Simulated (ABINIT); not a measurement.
# SnSe (Fm-3m) in ABINIT: settings compared

Aim: see how the results for SnSe move with the level of theory and the settings. Levels: PBEsol, LDA. Tasks: single point.

Everything below comes from runs of ABINIT 10.8.3 (patched build). Logs are shortened: lines on timing, memory, paths and dates and some standing lists are left out, and cuts for length are marked. The log counts tension as positive stress, the text compression.

### Step 1. The crystal as given

The structure is cubic, space group Fm-3m (No. 225). Conventional cell: a = 6.020 Å, b = 6.020 Å, c = 6.020 Å, α = 90.00°, β = 90.00°, γ = 90.00°. Sn (site symmetry m-3m) has 6 Se at 3.01 Å as nearest neighbours. Around Se (site symmetry m-3m) lie 6 Sn at 3.01 Å.

Measurements of this composition are mostly on another form, of space group No. 62.

### Step 2. Single point, PBEsol

Contents of run.abi:

```
# Pseudopotentials
pp_dirpath "./"
pseudos "Sn.GGA_PBE-JTH.xml, Se.GGA_PBE-JTH.xml"

# Structure
acell 8.044153707 8.044153707 8.044153707
rprim
     0.0000000000     0.7071067812     0.7071067812
     0.7071067812     0.0000000000     0.7071067812
     0.7071067812     0.7071067812     0.0000000000
ntypat 2
znucl 50 34
natom 2
typat 1 2
xcart
     0.0000000000     0.0000000000     0.0000000000
     5.6880756351     5.6880756351     5.6880756351

# Plane-wave basis
ecut 598.650497 eV
pawecutdg 44.0

# k points
kptopt 1
ngkpt 6 6 6
nshiftk 1
shiftk 0.0 0.0 0.0

# Exchange and correlation
ixc -116133

# Bands and occupations
nband 14
occopt 3
tsmear 0.00183747

# SCF cycle
nstep 100
tolvrs 1.0e-9

# Output
iomode 3
prtwf 0
prteig 0
prtebands 0
prtden 1
prtvha 1
prtvclmb 1
prtpot 1
```

Potentials or basis: JTH PAW PBE v2.0.

Launch:

```console
abinit run.abi > log 2>&1
```

run.abo:

```text
.Version 10.8.3 of ABINIT
 Symmetries : space group Fm -3 m (#225); Bravais cF (face-center cubic)
================================================================================
 Values of the parameters that define the memory need of the present run
     intxc =       0    ionmov =       0      iscf =      17    lmnmax =      18
     lnmax =       6     mgfft =      36  mpssoang =       3    mqgrid =    3001
     natom =       2  nloc_mem =       2    nspden =       1   nspinor =       1
    nsppol =       1      nsym =      48    n1xccc =       1    ntypat =       2
    occopt =       3   xclevel =       2
       mpw =        1832          nfft =       46656          nkpt =          16
 PAW method is used; the additional fine FFT grid is defined by:
   mgfftf=        50    nfftf =    125000
================================================================================
================================================================================

--------------------------------------------------------------------------------
------------- Echo of variables that govern the present computation ------------
--------------------------------------------------------------------------------
 -outvars: echo values of preprocessed input variables --------
            acell      8.0441537070E+00  8.0441537070E+00  8.0441537070E+00 Bohr
              amu      1.18710000E+02  7.89600000E+01
             ecut      2.20000000E+01 Hartree
              ixc     -116133
         kptrlatt        6    0    0      0    6    0      0    0    6
          kptrlen      4.82649222E+01
            natom           2
            nband          14
            ngfft          36      36      36
          ngfftdg          50      50      50
             nkpt          16
            nstep         100
             nsym          48
           ntypat           2
           occopt           3
        pawecutdg      4.40000000E+01 Hartree
         pawxcdev           0
        prtebands           0
           prteig           0
           prtpot           1
         prtvclmb           1
           prtvha           1
            prtwf           0
            rprim      0.0000000000E+00  7.0710678120E-01  7.0710678120E-01
                       7.0710678120E-01  0.0000000000E+00  7.0710678120E-01
                       7.0710678120E-01  7.0710678120E-01  0.0000000000E+00
          spgroup         225
           tolvrs      1.00000000E-09
           tsmear      1.83747000E-03 Hartree
            typat      1  2
           useylm           1
           xangst      0.0000000000E+00  0.0000000000E+00  0.0000000000E+00
                       3.0099999980E+00  3.0099999980E+00  3.0099999980E+00
            xcart      0.0000000000E+00  0.0000000000E+00  0.0000000000E+00
                       5.6880756352E+00  5.6880756352E+00  5.6880756352E+00
             xred      0.0000000000E+00  0.0000000000E+00  0.0000000000E+00
                       5.0000000000E-01  5.0000000000E-01  5.0000000000E-01
            znucl       50.00000   34.00000

================================================================================

 chkinp: Checking input parameters for consistency.

================================================================================
== DATASET  1 ==================================================================

--- !DatasetInfo
iteration_state: {dtset: 1, }
dimensions: {natom: 2, nkpt: 16, mband: 14, nsppol: 1, nspinor: 1, nspden: 1, mpw: 1832, }
cutoff_energies: {ecut:  22.0, pawecutdg:  44.0, }
electrons: {nelect:   2.00000000E+01, charge:   0.00000000E+00, occopt:   3.00000000E+00, tsmear:   1.83747000E-03, }
meta: {optdriver: 0, ionmov: 0, optcell: 0, iscf: 17, paral_kgb: 0, }
...

 Real(R)+Recip(G) space primitive vectors, cartesian coordinates (Bohr,Bohr^-1):
 R(1)=  0.0000000  5.6880756  5.6880756  G(1)= -0.0879032  0.0879032  0.0879032
 R(2)=  5.6880756  0.0000000  5.6880756  G(2)=  0.0879032 -0.0879032  0.0879032
 R(3)=  5.6880756  5.6880756  0.0000000  G(3)=  0.0879032  0.0879032 -0.0879032
 Unit cell volume ucvol=  3.6806632E+02 bohr^3
 Angles (23,13,12)=  6.00000000E+01  6.00000000E+01  6.00000000E+01 degrees

 Coarse grid specifications (used for wave-functions):

 getcut: wavevector=  0.0000  0.0000  0.0000  ngfft=  36  36  36
         ecut(hartree)=     22.000   => boxcut(ratio)=   2.11956

 Fine grid specifications (used for densities):

 getcut: wavevector=  0.0000  0.0000  0.0000  ngfft=  50  50  50
         ecut(hartree)=     44.000   => boxcut(ratio)=   2.08244

--- Pseudopotential description ------------------------------------------------
- pspini: atom type   1  psp file is ./Sn.GGA_PBE-JTH.xml
 Pseudopotential format is: paw10
 basis_size (lnmax)=  6 (lmn_size= 18), orbitals=   0   0   1   1   2   2
 Spheres core radius: rc_sph= 2.51086398
 Shapefunction is BESSEL type: shapef(r,l)=aa(1,l)*jl(q(1,l)*r)+aa(2,l)*jl(q(2,l)*r)
 Radius for shape functions =  1.40702157
 Compensation charge density is not taken into account in XC energy/potential

- pspini: atom type   2  psp file is ./Se.GGA_PBE-JTH.xml
 Pseudopotential format is: paw10
 basis_size (lnmax)=  4 (lmn_size=  8), orbitals=   0   0   1   1
 Spheres core radius: rc_sph= 2.21132333
 Shapefunction is BESSEL type: shapef(r,l)=aa(1,l)*jl(q(1,l)*r)+aa(2,l)*jl(q(2,l)*r)
 Radius for shape functions =  2.00656599
 Compensation charge density is not taken into account in XC energy/potential

   1.13831898E+03                                ecore*ucvol(ha*bohr**3)
--------------------------------------------------------------------------------

[... 7 lines left out ...]

     iter   Etot(hartree)      deltaE(h)  residm     nres2
 ETOT  1  -79.256027003226    -7.926E+01 1.887E-01 1.706E+00
 ETOT  2  -79.328541218930    -7.251E-02 3.005E-03 2.440E-01
 ETOT  3  -79.328054043311     4.872E-04 4.996E-04 5.403E-02
 ETOT  4  -79.328042855195     1.119E-05 1.567E-04 3.200E-03
 ETOT  5  -79.328050138758    -7.284E-06 2.548E-04 1.989E-04
 ETOT  6  -79.328050257664    -1.189E-07 3.736E-05 1.348E-05
 ETOT  7  -79.328050286556    -2.889E-08 2.794E-04 1.511E-06
 ETOT  8  -79.328050286711    -1.554E-10 3.594E-05 2.280E-07
 ETOT  9  -79.328050287983    -1.271E-09 2.122E-04 1.769E-08
 ETOT 10  -79.328050287972     1.062E-11 2.769E-05 2.269E-10

 At SCF step   10       nres2   =  2.27E-10 < tolvrs=  1.00E-09 =>converged.

 Cartesian components of stress tensor (hartree/bohr^3)
  sigma(1 1)=  7.68656621E-05  sigma(3 2)=  0.00000000E+00
  sigma(2 2)=  7.68656621E-05  sigma(3 1)=  0.00000000E+00
  sigma(3 3)=  7.68656621E-05  sigma(2 1)=  0.00000000E+00

--- !ResultsGS
iteration_state: {dtset: 1, }
comment   : Summary of ground state results
lattice_vectors:
- [  0.0000000,   5.6880756,   5.6880756, ]
- [  5.6880756,   0.0000000,   5.6880756, ]
- [  5.6880756,   5.6880756,   0.0000000, ]
lattice_lengths: [   8.04415,    8.04415,    8.04415, ]
lattice_angles: [ 60.000,  60.000,  60.000, ] # degrees, (23, 13, 12)
lattice_volume:   3.6806632E+02
convergence: {deltae:  1.062E-11, res2:  2.269E-10, residm:  2.769E-05, diffor: null, }
etotal    :  -7.93280503E+01
entropy   :   0.00000000E+00
fermie    :   1.34318860E-01
cartesian_stress_tensor: # hartree/bohr^3
- [  7.68656621E-05,   0.00000000E+00,   0.00000000E+00, ]
- [  0.00000000E+00,   7.68656621E-05,   0.00000000E+00, ]
- [  0.00000000E+00,   0.00000000E+00,   7.68656621E-05, ]
pressure_GPa:  -2.2615E+00
xred      :
- [  0.0000E+00,   0.0000E+00,   0.0000E+00, Sn]
- [  5.0000E-01,   5.0000E-01,   5.0000E-01, Se]
cartesian_forces: # hartree/bohr
- [ -0.00000000E+00,  -0.00000000E+00,  -0.00000000E+00, ]
[... 5 lines left out ...]
 ------------------------------------------------
 Atom  Sphere_radius  Integrated_density
    1        2.51086         11.76811821
    2        2.21132          3.88455308

================================================================================

 ----iterations are completed or convergence reached----

 Mean square residual over all n,k,spin=   13.332E-08; max=  27.686E-06
 reduced coordinates (array xred) for    2 atoms
       0.000000000000      0.000000000000      0.000000000000
       0.500000000000      0.500000000000      0.500000000000
 rms dE/dt=  0.0000E+00; max dE/dt=  0.0000E+00; dE/dt below (all hartree)
    1       0.000000000000      0.000000000000      0.000000000000
    2       0.000000000000      0.000000000000      0.000000000000

 cartesian coordinates (angstrom) at end:
    1      0.00000000000000     0.00000000000000     0.00000000000000
    2      3.00999999801685     3.00999999801685     3.00999999801685

 cartesian forces (hartree/bohr) at end:
[... 6 lines left out ...]
    2     -0.00000000000000    -0.00000000000000    -0.00000000000000
 frms,max,avg= 0.0000000E+00 0.0000000E+00   0.000E+00  0.000E+00  0.000E+00 e/A
 length scales=  8.044153707000  8.044153707000  8.044153707000 bohr
              =  4.256782819857  4.256782819857  4.256782819857 angstroms
 Fermi (or HOMO) energy (hartree) =   0.13432   Average Vxc (hartree)=  -0.36387
 Eigenvalues (hartree) for nkpt=  16  k points:
 kpt#   1, nband= 14, wtk=  0.00463, kpt=  0.0000  0.0000  0.0000 (reduced coord)
  -0.66390   -0.66390   -0.66390   -0.66385   -0.66385   -0.38481   -0.06236    0.04509
   0.04509    0.04509    0.28375    0.28375    0.28375    0.33949
      occupation numbers for kpt#   1
   2.00000    2.00000    2.00000    2.00000    2.00000    2.00000    2.00000    2.00000
   2.00000    2.00000    0.00000    0.00000    0.00000    0.00000
 prteigrs : prtvol=0 or 1, do not print more k-points.

--- !EnergyTerms
iteration_state     : {dtset: 1, }
comment             : Components of total free energy in Hartree
kinetic             :  1.50706330354563E+01
hartree             :  2.78552767559470E+01
xc                  : -1.30609400597393E+01
Ewald energy        : -5.47972287026956E+01
psp_core            :  3.09270071029087E+00
local_psp           : -7.64208838707014E+01
PAW spherical_terms :  1.89323917915694E+01
internal            : -7.93280503398729E+01
'-kT*entropy'       : -1.54840991808837E-06
total_energy        : -7.93280518882828E+01
total_energy_eV     : -2.15862626007329E+03
...

--- !EnergyTermsDC
iteration_state     : {dtset: 1, }
comment             : '"Double-counting" decomposition of free energy'
band_energy         : -7.44717755076376E+00
Ewald energy        : -5.47972287026956E+01
psp_core            :  3.09270071029087E+00
xc_dc               : -3.27700675360257E+01
PAW spherical_terms :  1.25937243396321E+01
internal            : -7.93280487395621E+01
'-kT*entropy'       : -1.54840991808837E-06
total_energy_dc     : -7.93280502879721E+01
total_energy_dc_eV  : -2.15862621652661E+03
...

--- !EnergyTermsWithPAWCore
iteration_state     : {dtset: 1, }
comment             : 'Components of total free energy, including PAW core contributions'
Total energy        : -8.60309196671340E+03
Total energy DC     : -8.60309196511309E+03
Total energy (eV)   : -2.34102058415935E+05
Total energy DC (eV): -2.34102058372388E+05
...

 Cartesian components of stress tensor (hartree/bohr^3)
  sigma(1 1)=  7.68656621E-05  sigma(3 2)=  0.00000000E+00
  sigma(2 2)=  7.68656621E-05  sigma(3 1)=  0.00000000E+00
  sigma(3 3)=  7.68656621E-05  sigma(2 1)=  0.00000000E+00

-Cartesian components of stress tensor (GPa)         [Pressure= -2.2615E+00 GPa]
- sigma(1 1)=  2.26146585E+00  sigma(3 2)=  0.00000000E+00
- sigma(2 2)=  2.26146585E+00  sigma(3 1)=  0.00000000E+00
- sigma(3 3)=  2.26146585E+00  sigma(2 1)=  0.00000000E+00

== END DATASET(S) ==============================================================
================================================================================

 -outvars: echo values of variables after computation  --------
            acell      8.0441537070E+00  8.0441537070E+00  8.0441537070E+00 Bohr
           etotal     -7.9328050288E+01
            fcart     -0.0000000000E+00 -0.0000000000E+00 -0.0000000000E+00
                      -0.0000000000E+00 -0.0000000000E+00 -0.0000000000E+00
            rprim      0.0000000000E+00  7.0710678120E-01  7.0710678120E-01
                       7.0710678120E-01  0.0000000000E+00  7.0710678120E-01
                       7.0710678120E-01  7.0710678120E-01  0.0000000000E+00
           strten      7.6865662056E-05  7.6865662056E-05  7.6865662056E-05
                       0.0000000000E+00  0.0000000000E+00  0.0000000000E+00
           xangst      0.0000000000E+00  0.0000000000E+00  0.0000000000E+00
                       3.0099999980E+00  3.0099999980E+00  3.0099999980E+00
             xred      0.0000000000E+00  0.0000000000E+00  0.0000000000E+00
                       5.0000000000E-01  5.0000000000E-01  5.0000000000E-01
 Calculation completed.
```

Wall time 12 s (1 thread of Intel Xeon 6975P-C (Granite Rapids), shared host); peak memory 0.12 GiB.

Results:

* Free energy: -2158.6262 eV
* Pressure: -2.3 GPa
* Band gap on the k mesh: 0.65 eV, direct
* Valence electrons inside the program's atomic spheres: Sn 11.77; Se 3.88

Levels at points of the mesh, in eV from the valence-band top:
```
           k point  band 7  band 8  band 9  band 10  band 11  band 12  band 13  band 14
(0.00, 0.00, 0.00)   -5.03   -2.10   -2.10    -2.10     4.39     4.39     4.39     5.91
(0.50, 0.00, 0.00)   -7.99   -1.85   -1.85     0.00     0.65     1.30     1.30     8.23
(0.50, 0.50, 0.00)   -5.96   -5.42   -3.56    -3.56     3.02     5.41     5.41     6.01
```

Caveat: the PAW data sets were made with another functional, which shifts forces and pressure a little; spin-orbit coupling is left out, which moves the levels of the heavy elements. A k mesh can miss the band edges.

### Step 3. Single point, LDA

Contents of run.abi:

```
# Pseudopotentials
pp_dirpath "./"
pseudos "Sn.LDA_PW-JTH.xml, Se.LDA_PW-JTH.xml"

# Structure
acell 3*1.0
rprim
     0.0000000000     5.6880756351     5.6880756351
     5.6880756351     0.0000000000     5.6880756351
     5.6880756351     5.6880756351     0.0000000000
ntypat 2
znucl 50 34
natom 2
typat 1 2
xred
     0.0000000000     0.0000000000     0.0000000000
     0.5000000000     0.5000000000     0.5000000000

# Plane-wave basis
ecut 408.170794 eV
pawecutdg 30.0

# k points
kptopt 1
ngkpt 5 5 5
nshiftk 1
shiftk 0.0 0.0 0.0

# Exchange and correlation
ixc 7

# Bands and occupations
nband 14
occopt 3
tsmear 0.05 eV

# SCF cycle
nstep 100
tolvrs 1.0e-9

# Output
iomode 3
prtwf 0
prtden 0
prteig 0
prtebands 0
enunit 2
```

Potentials or basis: JTH PAW LDA v2.0.

Launch:

```console
abinit run.abi > log 2>&1
```

Run time: 3.5 s. Hardware: 1 thread of Intel Xeon 6975P-C (Granite Rapids), shared host; peak memory 0.11 GiB.

Results (log left out):

```
Free energy                                           : -2165.2792 eV
Valence electrons inside the program's atomic spheres : Sn 11.78; Se 3.88
```

Levels at points of the mesh, in eV from the Fermi level:
| k point | band 8 | band 9 | band 10 | band 11 | band 12 | band 13 |
| --- | --- | --- | --- | --- | --- | --- |
| (0.00, 0.00, 0.00) | -2.45 | -2.45 | -2.45 | 3.94 | 3.94 | 3.94 |

Caveat: the cutoff is too short for stress, so the log's stress isn't used; this odd mesh misses L, where the gap lies, so gap, dielectric constants and Born charges aren't listed.
